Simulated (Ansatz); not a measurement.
**Iron, simple cubic under PBEsol: ground state and equation of state**

The plan for iron in the simple cubic structure: relax it, solve it on a dense k-mesh, then scale the cell to 7 volumes from 88 to 112 % of the relaxed one and try a fit of the equation of state. The start is ferromagnetic. The k-meshes are 13×13×13 for the relaxation; 22×22×22 for the dense run; 15×15×15 for the volumes.

This is Fe in the simple cubic structure; at room conditions it is bcc.

Method: DFT PBEsol, plane waves (420 eV) with PAW, scalar-relativistic; PBE-made PAW files, in Ansatz 0.2.0.

## Step 1: The structure to begin with

It takes space group Pm-3m (No. 221, cubic). Conventional cell: a = 2.334 Å, b = 2.334 Å, c = 2.334 Å, α = 90.00°, β = 90.00°, γ = 90.00°. Fe (site symmetry m-3m) has 6 Fe at 2.33 Å as nearest neighbours.

Coordinates:

```
Fe
1.0
     2.33426    0.00000    0.00000
     0.00000    2.33426    0.00000
     0.00000    0.00000    2.33426
Fe
1
Direct
  0.00000 0.00000 0.00000
```

The atoms start with moments of +2.5 μB.

## Step 2: Relaxation of the cell

File input.yaml:

```yaml
crystal:
  lattice:
    - [2.3342634294, 0.0, 0.0]
    - [0.0, 2.3342634294, 0.0]
    - [0.0, 0.0, 2.3342634294]
  atoms:
    - { symbol: Fe, position: [0.0, 0.0, 0.0], spin: 2.5 }
hamiltonian:
  xc: pbesol
  pseudopotentials:
    kind: paw
    azcp:
      Fe: "pseudopotentials/Fe.paw.azcp"
basis:
  ecutwfc: 420
  fft_grid_basis: typed
kpoints:
  mp_grid: { grid: [13, 13, 13], shift: [0, 0, 0] }
magnetization:
  spin_polarized: true
scf:
  occupations: { method: fermi_dirac, width: 0.05 }
relax:
  max_steps: 60
  f_tol: 0.01
  cell: {}
```

Log (excerpt; [...] marks lines left out):

```text
Warning: <dir> the record states the generating functional pbe (its physics header spells it `PBE`), which answers neither for hamiltonian.xc's functional nor for the pbesol family's — results may be inconsistent (PPs are generated against a specific XC)
Warning: RAYON_NUM_THREADS=2 ignored (pool sized by the plan → 2); use --threads N
[...]
Pseudopotentials: kind: paw
Pseudopotential: Fe, paw, valence charge 16, recommended cutoff 420 eV (normal), <dir>
Functional definition: PBEsol
[...]
Crystal: 1 atoms, lattice volume = 12.719 Å³
Basis set: ecut = 420 eV, 251 PW (Γ), exchange–correlation on 32×32×32 points (8 copies of the dense FFT grid, shifted against one another)
Bands: 14, of which v1, the nominal top of the filled ones, is band 8 counted from 1 (7 counted from 0)
Symmetry: 48 space group operations
Space group: Pm-3m (ITA 221), of the structure as read, at distance tolerance 2.3e-5 Å
Magnetic group: BNS 221.92 (UNI 1594), of the structure as read, at distance tolerance 2.3e-5 Å
k-points: 84 of 2197
[...]
Starting moments: Σ|m| = 2.5 μB on 1 of 1 site
[...]
SCF iter   1: F=—  HF=-4447.583957 eV  |F-HF|=—  |Δ(HF+E_count)|=         —  Δρ=7.60e-2 (↑4.23e-2 ↓7.60e-2)  dr2=8.87e-1  dr2_m=1.11e-1  M=2.411 μB ∫|m|=2.431 μB  β_m=0.30  ethr=3.10e-3  ⟨swp⟩=5.0  Hψ=11498  notcnv=0
[...]
relax step   1: F+E_penalty+E_count = -4447.99439431 eV  Δ(F+E_penalty+E_count) = +0.000e0 eV  max|allowed force component| = 0.000e0 eV/Å  Δτ_max = 0.0000 Å  P = -0.923 GPa  Ω = 12.719 Å³  (11 SCF iters, dr2 threshold 1.00e-7 eV, accepted)
[...]
relax step   3: F+E_penalty+E_count = -4447.99468414 eV  Δ(F+E_penalty+E_count) = -9.258e-5 eV  max|allowed force component| = 0.000e0 eV/Å  Δτ_max = 0.0000 Å  P = +0.008 GPa  Ω = 12.634 Å³  energy of the carried Pulay correction = +4.572e-5 eV  (6 SCF iters, dr2 threshold 1.00e-7 eV, accepted)
[...]
relax step   4: F+E_penalty+E_count = -4447.99463730 eV  Δ(F+E_penalty+E_count) = +4.684e-5 eV  max|allowed force component| = 0.000e0 eV/Å  Δτ_max = 0.0000 Å  P = +0.008 GPa  Ω = 12.634 Å³  stress off target by 7.53e-3 GPa  SCF on the basis re-selected at this cell (its energy is not [...]
SCF converged after 6 iterations
Magnetization: 2.3527 μB (9.1763 up, 6.8237 down)
Absolute magnetization: 2.4046 μB (∫|ρ↑−ρ↓|, with the PAW one-centre terms)
Spin contamination: 0.0243 ħ² per cell (⟨S²⟩ above its minimum at these occupations)
Per-site moments (μB) at R_I (Å): [(2.3028578282578844, 0.960735103890014)]
Free energy (F): -4447.994637 eV
[...]
E sigma→0 (E₀):  -4447.990879 eV
Entropy (-TS):   -0.007516 eV (-7.516 meV/atom)
Fermi energy:    16.417014 eV
[...]
--- Forces (eV/Å), atoms counted from 1 ---
  atom   1  Fe    -0.00000000     0.00000000    -0.00000000
[...]
--- Stress (GPa, compression-positive) ---
        0.007533       0.000000       0.000000
        0.000000       0.007533      -0.000000
        0.000000      -0.000000       0.007533
  P = ⅓ Tr σ = 0.0075 GPa (0.075 kbar)
--- Relaxed structure (3 steps of the walk, 3 accepted, 1 SCFs on fresh bases) ---
  F+E_penalty+E_count = -4447.99463730 eV   max|allowed force component| = 0.000e0 eV/Å   (the final SCF, on the basis selected at the relaxed cell)
  cell:  # Å, volume = 12.6339 Å³
    - [2.3290547973091247, -1.6018069687205036e-35, 1.2037062152420224e-35]
    - [-2.728087289388365e-34, 2.3290547973091247, 0.0]
    - [-5.216060266048763e-35, 0.0, 2.3290547973091247]
  atoms:
    - { symbol: Fe, position: [0.0, 0.0, 0.0] }
```

Run time: 5.1 s. Hardware: 2 threads of an Arm CPU, shared host; peak memory 0.27 GiB.

Relaxation path:

```tsv
step	energy change (meV/atom)	largest force (eV/Å)	pressure (GPa)	volume (Å³/atom)
1	0.00	0.0000	-0.92	12.719
2	-0.20	0.0000	-0.49	12.679
3	-0.29	0.0000	0.01	12.634
4	-0.24	0.0000	0.01	12.634
```

Steps that repeat a cell are solved on a basis chosen anew, so their changes of energy are no gain of the relaxation.

Changes in the cell that was computed:

|  | before | after | change |
| --- | --- | --- | --- |
| a (Å) | 2.334 | 2.329 | -0.2 % |
| b (Å) | 2.334 | 2.329 | -0.2 % |
| c (Å) | 2.334 | 2.329 | -0.2 % |
| volume (Å³/atom) | 12.719 | 12.634 | -0.7 % |
| shortest distance (Å) | 2.334 | 2.329 | -0.2 % |
| space group (spins left aside) | Pm-3m | Pm-3m | same |

## Step 3: The energy on a finer k-mesh

File input.yaml:

```yaml
crystal:
  lattice:
    - [2.3290547973, 0.0, 0.0]
    - [0.0, 2.3290547973, 0.0]
    - [0.0, 0.0, 2.3290547973]
  atoms:
    - { symbol: Fe, position: [0.0, 0.0, 0.0], spin: 2.303 }
hamiltonian:
  xc: pbesol
  pseudopotentials:
    kind: paw
    azcp:
      Fe: "pseudopotentials/Fe.paw.azcp"
basis:
  ecutwfc: 420
  fft_grid_basis: typed
kpoints:
  mp_grid: { grid: [22, 22, 22], shift: [0, 0, 0] }
magnetization:
  spin_polarized: true
scf:
  occupations: { method: fermi_dirac, width: 0.05 }
output:
  write_density: true
  write_potential: true
  elf: true
  volumetric_format: npy
```

Log:

```text
Warning: <dir> the record states the generating functional pbe (its physics header spells it `PBE`), which answers neither for hamiltonian.xc's functional nor for the pbesol family's — results may be inconsistent (PPs are generated against a specific XC)
Warning: RAYON_NUM_THREADS=2 ignored (pool sized by the plan → 2); use --threads N
Engine: ansatz 0.2.0, aarch64-unknown-linux-gnu
[... 3 set-up lines as earlier in the session ...]
  exchange = pbesol_x
  correlation = pbesol_c
Crystal: 1 atoms, lattice volume = 12.634 Å³
Basis set: ecut = 420 eV, 251 PW (Γ)
Bands: 14, of which v1, the nominal top of the filled ones, is band 8 counted from 1 (7 counted from 0)
[... 2 set-up lines as earlier in the session ...]
Magnetic group: BNS 221.92 (UNI 1594), of the structure as read, at distance tolerance 2.3e-5 Å
k-points: 364 of 10648
Non-local potential: Fe, projectors of the file, l = 0: 3, l = 1: 2, l = 2: 3, l = 3: 1
PAW form: soft (Blöchl's): semilocal exchange-correlation on the pseudo side does not see the compensation charge
PAW frozen core: Fe, regenerated for the run's functional, and the local potential with it (the file was generated under x = pbe(κ = 0.804, μ = 0.2195149727645171), c = pbe(β = 0.06672455060314922))
PAW one-centre angular grid: Fe, 590 points (default); XC on 64 Gauss nodes
Initial density: superposition of atomic densities (chi_scale 0.1, normalization cell)
Starting moments: Σ|m| = 2.303 μB on 1 of 1 site
Initial wavefunctions: pseudopotential atomic-orbital guess
Functional: x = pbesol(κ = 0.804, μ = 0.12345679012345678), c = pbesol(β = 0.046)
SCF iter   1: F=—  HF=-4447.590149 eV  |F-HF|=—  |Δ(HF+E_count)|=         —  Δρ=8.02e-2 (↑4.28e-2 ↓8.02e-2)  dr2=9.86e-1  dr2_m=1.09e-1  M=2.235 μB ∫|m|=2.256 μB  β_m=0.30  ethr=3.10e-3  ⟨swp⟩=5.0  Hψ=49988  notcnv=0
Mixer restart at iter 1: flushing history
preconditioner: auto → none  [metal: Δε(μ)=0.001 eV  Ē_g=13.581 eV  σ=0.050 eV  W_gap=0.01  n_scr=6 (ndim 8)  ℏωp=29.5 eV  f_vac=0.000  D(μ)=1.35/eV (n_scr^D=18)  sad-step TF]
SCF iter   2: F=—  HF=-4447.330229 eV  |F-HF|=—  |Δ(HF+E_count)|=   2.60e-1  Δρ=5.30e-2 (↑3.02e-2 ↓5.30e-2)  dr2=4.41e-2  dr2_m=1.96e-1  M=2.395 μB ∫|m|=2.425 μB  β_m=0.39  ethr=3.10e-3  ⟨swp⟩=2.4  Hψ=20345  notcnv=0  defer=624
SCF iter   3: F=—  HF=-4447.606902 eV  |F-HF|=—  |Δ(HF+E_count)|=   2.77e-1  Δρ=3.64e-2 (↑3.64e-2 ↓2.56e-2)  dr2=3.20e-2  dr2_m=1.02e-1  M=2.411 μB ∫|m|=2.449 μB  β_m=0.68  ethr=2.76e-4  ⟨swp⟩=2.2  Hψ=15562  notcnv=0  defer=625
SCF iter   4: F=—  HF=-4447.956797 eV  |F-HF|=—  |Δ(HF+E_count)|=   3.50e-1  Δρ=1.23e-2 (↑1.23e-2 ↓4.63e-3)  dr2=1.87e-2  dr2_m=5.14e-3  M=2.341 μB ∫|m|=2.392 μB  β_m=0.84  ethr=2.00e-4  ⟨swp⟩=3.0  Hψ=22168  notcnv=0  defer=625
SCF iter   5: F=—  HF=-4447.992120 eV  |F-HF|=—  |Δ(HF+E_count)|=   3.53e-2  Δρ=2.40e-3 (↑2.40e-3 ↓5.86e-4)  dr2=3.72e-4  dr2_m=2.28e-4  M=2.301 μB ∫|m|=2.359 μB  β_m=0.80  ethr=1.17e-4  ⟨swp⟩=2.7  Hψ=20525  notcnv=0  defer=662
SCF iter   6: F=—  HF=-4447.992173 eV  |F-HF|=—  |Δ(HF+E_count)|=   5.30e-5  Δρ=1.12e-3 (↑1.12e-3 ↓2.64e-4)  dr2=6.95e-5  dr2_m=4.59e-5  M=2.302 μB ∫|m|=2.360 μB  β_m=0.90  ethr=2.33e-6  ⟨swp⟩=1.2  Hψ=11788  notcnv=0  defer=659
SCF iter   7: F=—  HF=-4447.992154 eV  |F-HF|=—  |Δ(HF+E_count)|=   1.89e-5  Δρ=2.67e-4 (↑1.89e-4 ↓2.67e-4)  dr2=1.06e-6  dr2_m=5.66e-6  M=2.302 μB ∫|m|=2.361 μB  β_m=0.95  ethr=4.34e-7  ⟨swp⟩=2.1  Hψ=12726  notcnv=0  defer=659
SCF iter   8: F=—  HF=-4447.992154 eV  |F-HF|=—  |Δ(HF+E_count)|=   4.17e-7  Δρ=3.48e-5 (↑3.48e-5 ↓1.30e-5)  dr2=9.19e-8  dr2_m=5.07e-8  M=2.302 μB ∫|m|=2.360 μB  β_m=0.90  ethr=6.60e-9  ⟨swp⟩=1.7  Hψ=12017  notcnv=0  defer=659
SCF iter   9: F=—  HF=-4447.992154 eV  |F-HF|=—  |Δ(HF+E_count)|=   1.19e-8  Δρ=3.49e-6 (↑2.93e-6 ↓3.49e-6)  dr2=2.20e-9  dr2_m=2.97e-10  M=2.302 μB ∫|m|=2.360 μB  β_m=0.95  ethr=5.74e-10  ⟨swp⟩=1.4  Hψ=10904  notcnv=0  defer=659
SCF iter  10: F=-4447.992154 eV  HF=-4447.992154 eV  |F-HF|=1.79e-10  |Δ(HF+E_count)|=  4.71e-10  Δρ=8.95e-7 (↑8.95e-7 ↓6.87e-7)  dr2=2.24e-10  dr2_m=4.14e-12  M=2.302 μB ∫|m|=2.360 μB  ethr=1.38e-11  ⟨swp⟩=4.0  Hψ=34521  notcnv=0
SCF 1 converged in 10 iterations: F = -4447.992154 eV  dr2 = 2.24e-10
SCF converged after 10 iterations
Magnetization: 2.3019 μB (9.1509 up, 6.8491 down)
Absolute magnetization: 2.3603 μB (∫|ρ↑−ρ↓|, with the PAW one-centre terms)
Spin contamination: 0.0255 ħ² per cell (⟨S²⟩ above its minimum at these occupations)
Per-site moments (μB) at R_I (Å): [(2.262533378328572, 0.9607351038862499)]
Free energy (F): -4447.992154 eV
Harris-Foulkes:  -4447.992154 eV  (|F-HF|=1.79e-10)
Internal energy: -4447.985100 eV  (E = F + TS)
E sigma→0 (E₀):  -4447.988627 eV
Entropy (-TS):   -0.007054 eV (-7.054 meV/atom)
Fermi energy:    16.331631 eV
--- Per-component energies (eV) ---
  E_band       = -246.010979
  E_kinetic    = 351.715922
  E_local      = -2278.666793  (includes V_loc(G=0)·N_el)
  E_nonlocal   = 222.657154
  E_hartree    = 955.134895
  E_xc         = -116.371385
  E_vxc        = -150.446835  (∫ρ·V_xc dr)
  E_paw        = -1337.270105  (= ΣΔE_a)
  E_vpaw       = -301.540223  (= ΣTr[D̂ρ^β])
  E_aug_tail   = 0.000940  (compensation charges beyond the density's cutoff)
  E_ewald      = -2245.364930
  E_core_change = 0.179202  (= ΣΔE_core)
  E_smearing   = -0.007054  (= −TS)
  E_closure    = 0.000000  (closes the sum)
  Σ components = -4447.992154   (vs F -4447.992154, Δ=0.00e0)
--- Band table (eV; the first three rows and the last of 728) ---
  k-point 0 ↑: bands = ["-71.5140", "-37.4217", "-37.4217", "-37.4217", "8.1530", "12.2296", "12.2296", "15.9725", "15.9725", "15.9725", "35.4237", "35.4237", "35.4237", "39.4474"]
  k-point 1 ↑: bands = ["-71.5126", "-37.4318", "-37.4209", "-37.4209", "8.2162", "12.2401", "12.2651", "15.9424", "15.9424", "15.9749", "34.6000", "35.5114", "35.5114", "39.4410"]
  k-point 2 ↑: bands = ["-71.5086", "-37.4613", "-37.4183", "-37.4183", "8.4038", "12.2709", "12.3706", "15.8551", "15.8551", "15.9820", "32.9559", "35.7713", "35.7713", "39.4218"]
  k-point 363 ↓: bands = ["-68.6767", "-35.2361", "-35.2361", "-35.2361", "14.3625", "14.3625", "14.3625", "19.4310", "19.4310", "28.7043", "29.1719", "29.1719", "29.1719", "34.3067"]
```

Run time: 7.2 s. Hardware: 2 threads of an Arm CPU, shared host; peak memory 0.37 GiB.

Density in a lattice plane of the grid's cell (edges 2.33 and 2.33 Å, at 0.000 of the third edge), which holds Fe. It is the smooth density of the valence electrons, not physical close to the nuclei.

Ten even steps from '0' (0.20 e/Å³) to '9' (35.66 e/Å³):
```
876432100000000000123467
665421000000000000012456
443211000000000000011234
222110000000000000001122
111000000000000000000011
000000000000000000000000
000000000000000000000000
000000000000000000000000
000000000000000000000000
000000000000000000000000
000000000000000000000000
000000000000000000000000
000000000000000000000000
000000000000000000000000
111000000000000000000011
222110000000000000001122
443211000000000000011234
665421000000000000012456
876432100000000000123467
987532100000000000123578
```
Columns run along the first of these edges and rows up along the second, over one cell in 24 and 20 even steps from the bottom left corner. Atoms in the plane (fractional): Fe at (0.00, 0.00).

Spin density (up less down) in a lattice plane of the grid's cell (edges 2.33 and 2.33 Å, at 0.000 of the third edge), which holds Fe.

Ten even steps from ' ' (-0.01 e/Å³) to '@' (6.05 e/Å³):
```
%%##**==::..                          ..::==**##
**++++--::..                          ..::--++++
------::....                          ....::----
..........                              ........
                                                
                                                
                                                
                                                
                                                
                                                
                                                
                                                
                                                
                                                
                                                
..........                              ........
------::....                          ....::----
**++++--::..                          ..::--++++
%%##**==::..                          ..::==**##
@@%%##++::..                          ..::++##%%
```
Columns run along the first of these edges and rows up along the second, over one cell in 24 and 20 even steps from the bottom left corner. Atoms in the plane (fractional): Fe at (0.00, 0.00).

## Step 4: Volume × 0.88

File input.yaml:

```yaml
crystal:
  lattice:
    - [2.2318958808, 0.0, 0.0]
    - [0.0, 2.2318958808, 0.0]
    - [0.0, 0.0, 2.2318958808]
  atoms:
    - { symbol: Fe, position: [0.0, 0.0, 0.0], spin: 2.263 }
hamiltonian:
  xc: pbesol
  pseudopotentials:
    kind: paw
    azcp:
      Fe: "pseudopotentials/Fe.paw.azcp"
basis:
  ecutwfc: 420
  fft_grid_basis: typed
kpoints:
  mp_grid: { grid: [15, 15, 15], shift: [0, 0, 0] }
magnetization:
  spin_polarized: true
scf:
  occupations: { method: fermi_dirac, width: 0.05 }
  lower_state_search: "off"
output:
  stress: true
  write_density: true
  write_potential: true
  elf: true
  volumetric_format: npy
```

Log (excerpt; [...] marks lines left out):

```text
Warning: <dir> the record states the generating functional pbe (its physics header spells it `PBE`), which answers neither for hamiltonian.xc's functional nor for the pbesol family's — results may be inconsistent (PPs are generated against a specific XC)
Warning: RAYON_NUM_THREADS=2 ignored (pool sized by the plan → 2); use --threads N
[...]
[... 3 set-up lines as earlier in the session ...]
[...]
Crystal: 1 atoms, lattice volume = 11.118 Å³
Basis set: ecut = 420 eV, 203 PW (Γ)
Bands: 14, of which v1, the nominal top of the filled ones, is band 8 counted from 1 (7 counted from 0)
[... 1 set-up line as earlier in the session ...]
Space group: Pm-3m (ITA 221), of the structure as read, at distance tolerance 2.2e-5 Å
Magnetic group: BNS 221.92 (UNI 1594), of the structure as read, at distance tolerance 2.2e-5 Å
k-points: 120 of 3375
[...]
Starting moments: Σ|m| = 2.263 μB on 1 of 1 site
[...]
SCF converged after 22 iterations
an eigenvalue changed by more than its tolerance at an iteration that met the thresholds in force, so the SCF went on 1 time: the last check found none over its tolerance
Magnetization: 1.9432 μB (8.9716 up, 7.0284 down)
Absolute magnetization: 1.9861 μB (∫|ρ↑−ρ↓|, with the PAW one-centre terms)
Spin contamination: 0.0166 ħ² per cell (⟨S²⟩ above its minimum at these occupations)
Per-site moments (μB) at R_I (Å): [(1.8940019306089912, 0.9206570508299999)]
Free energy (F): -4447.895640 eV
[...]
E sigma→0 (E₀):  -4447.889430 eV
Entropy (-TS):   -0.012421 eV (-12.421 meV/atom)
Fermi energy:    19.108798 eV
[...]
--- Stress (GPa, compression-positive) ---
       21.680621      -0.000000       0.000000
        0.000000      21.680621       0.000000
        0.000000       0.000000      21.680621
  P = ⅓ Tr σ = 21.6806 GPa (216.806 kbar)
--- Band table (eV; the first three rows and the last of 240) ---
  k-point 0 ↑: bands = ["-68.7193", "-34.4878", "-34.4878", "-34.4878", "10.2745", "14.5360", "14.5360", "19.1406", "19.1406", "19.1406", "39.8666", "39.8666", "39.8666", "44.2620"]
[...]
```

Wall time 4.8 s (2 threads of an Arm CPU, shared host); peak memory 0.26 GiB.

## Step 5: Volume × 0.92

input.yaml: that of step 4 with these lines changed.

```diff
@@ -2,5 +2,5 @@
   lattice:
-    - [2.2318958808, 0.0, 0.0]
-    - [0.0, 2.2318958808, 0.0]
-    - [0.0, 0.0, 2.2318958808]
+    - [2.2652126715, 0.0, 0.0]
+    - [0.0, 2.2652126715, 0.0]
+    - [0.0, 0.0, 2.2652126715]
   atoms:
@@ -25,5 +25 @@
   stress: true
-  write_density: true
-  write_potential: true
-  elf: true
-  volumetric_format: npy
```

Log (excerpt; [...] marks lines left out):

```text
Warning: <dir> the record states the generating functional pbe (its physics header spells it `PBE`), which answers neither for hamiltonian.xc's functional nor for the pbesol family's — results may be inconsistent (PPs are generated against a specific XC)
Warning: RAYON_NUM_THREADS=2 ignored (pool sized by the plan → 2); use --threads N
[...]
[... 3 set-up lines as earlier in the session ...]
[...]
Crystal: 1 atoms, lattice volume = 11.623 Å³
Basis set: ecut = 420 eV, 251 PW (Γ)
Bands: 14, of which v1, the nominal top of the filled ones, is band 8 counted from 1 (7 counted from 0)
[... 2 set-up lines as earlier in the session ...]
Magnetic group: BNS 221.92 (UNI 1594), of the structure as read, at distance tolerance 2.3e-5 Å
k-points: 120 of 3375
[...]
Starting moments: Σ|m| = 2.263 μB on 1 of 1 site
[...]
SCF iter   1: F=—  HF=-4447.820632 eV  |F-HF|=—  |Δ(HF+E_count)|=         —  Δρ=3.93e-2 (↑3.68e-2 ↓3.93e-2)  dr2=1.24e-1  dr2_m=8.20e-2  M=1.987 μB ∫|m|=1.996 μB  β_m=0.30  ethr=7.72e-4  ⟨swp⟩=1.0  Hψ=21604  notcnv=0
[...]
spin-set hold released at iteration 7 (site moments contracting): the magnetisation degrees of freedom join the quasi-Newton model from the next iteration; the mixer history was flushed
[...]
SCF iter  14: F=-4447.953626 eV  HF=-4447.953626 eV  |F-HF|=6.34e-9  |Δ(HF+E_count)|=   7.91e-8  Δρ=8.71e-6 (↑8.71e-6 ↓2.08e-6)  dr2=7.02e-9  dr2_m=1.78e-9  M=2.156 μB ∫|m|=2.205 μB  ethr=6.25e-10  ⟨swp⟩=2.9  Hψ=11502  notcnv=0
[...]
SCF converged after 14 iterations
Magnetization: 2.1562 μB (9.0781 up, 6.9219 down)
Absolute magnetization: 2.2048 μB (∫|ρ↑−ρ↓|, with the PAW one-centre terms)
Spin contamination: 0.0203 ħ² per cell (⟨S²⟩ above its minimum at these occupations)
Per-site moments (μB) at R_I (Å): [(2.1060461459809776, 0.93440022699375)]
Free energy (F): -4447.953626 eV
[...]
E sigma→0 (E₀):  -4447.949341 eV
Entropy (-TS):   -0.008571 eV (-8.571 meV/atom)
Fermi energy:    18.089198 eV
[...]
--- Stress (GPa, compression-positive) ---
       14.427789       0.000000       0.000000
        0.000000      14.427789       0.000000
        0.000000       0.000000      14.427789
  P = ⅓ Tr σ = 14.4278 GPa (144.278 kbar)
```

Run time: 2.6 s. Hardware: 2 threads of an Arm CPU, shared host; peak memory 0.25 GiB.

(Part 1 of 2 ends here.)
